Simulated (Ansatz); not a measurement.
Runs of Ansatz 0.2.0 on Hf. Symmetry: Fm-3m, No. 225, cubic system. Conventional cell: a = 4.440 Å, b = 4.440 Å, c = 4.440 Å, α = 90.00°, β = 90.00°, γ = 90.00°. Hf (site symmetry m-3m) is surrounded by 12 Hf at 3.14 Å. This isn't the form of Hf at room conditions, which is hcp.

```csv
task,level,cell,cutoff (eV),smearing,points for each segment of the path,gap on the mesh (eV),pressure (GPa),relaxed volume (Å³/atom)
relaxation of cell and atoms,revPBE,relaxed,420,fermi-dirac 0.05 eV,-,none,0.0,(b)
relaxation of cell and atoms,PBE+D4,relaxed,420,fermi-dirac 0.05 eV,-,none,0.0,22.20
single point,PBE,as given,420,gaussian 0.013 eV,-,none,2.9,-
band structure,BLYP,as given,420,fermi-dirac 0.05 eV,14,none,(a),-
single point,PBE,as given,420,gaussian 0.024 eV,-,none,2.9,-
band structure,r2SCAN,as given,500,fermi-dirac 0.05 eV,14,none,2.5,-
relaxation of cell and atoms,PBE+D3(BJ),relaxed,420,fermi-dirac 0.05 eV,-,none,0.0,21.79
relaxation of cell and atoms,PBEsol+D3(BJ),relaxed,420,fermi-dirac 0.05 eV,-,none,0.0,20.78
```

Alike in all rows: potentials or basis Ansatz PAW; no spin polarisation; k mesh 10 × 10 × 10.

Fill in the values left out.

(a) 6.0; (b) 23.00.

Caveats: the plane-wave basis is chosen anew once the cell has moved, so the energies of steps on either side of that aren't comparable (some runs); the PAW data sets come from PBE, with cores solved anew for the run's functional, which leaves a small shift of forces and pressure (some runs); pairwise dispersion overbinds metals, which lowers pressure and volume (some runs); spin-orbit coupling is left out, which moves the levels of the heavy elements (some runs).

A k mesh can miss the band edges, and the runs leave out spin-orbit coupling on Hf.

A gap of «none» marks a metal or a gap under the smearing width.
